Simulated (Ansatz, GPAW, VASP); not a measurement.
**Fe: 3 runs at one level of theory**

```
Fe
1.0
    -1.44300    1.44300    1.44300
     1.44300   -1.44300    1.44300
     1.44300    1.44300   -1.44300
Fe
1
Direct
  0.00000 0.00000 0.00000
```

Alike in all runs: task single point; functional PBE; k mesh 13 × 13 × 13; occupations gaussian, width 0.05 eV; collinear spin, ferromagnetic start; no spin-orbit coupling. Pressure is positive in compression and, in plane waves, holds the error of the finite cutoff.

| program and potentials | plane-wave cutoff (eV) | notes | pressure (GPa) | net moment per atom (μB) |
| --- | --- | --- | --- | --- |
| VASP, PBE PAW files Fe_GW, 550 eV | 550 | - | -10.02 | 2.28 |
| GPAW, GPAW PAW data sets (gpaw-data 1.2.1) | 600 | - | -7.88 | 2.25 |
| Ansatz, all-electron LAPW, scalar-relativistic | - | - | ? | ? |

Task: Estimate from the other rows what the run with Ansatz, all-electron LAPW, scalar-relativistic gave.

Result: Pressure -9.79 GPa; net moment per atom 2.24 μB. The other rows, which needn't bracket it: pressure -10.02 to -7.88; net moment per atom 2.25 to 2.28.
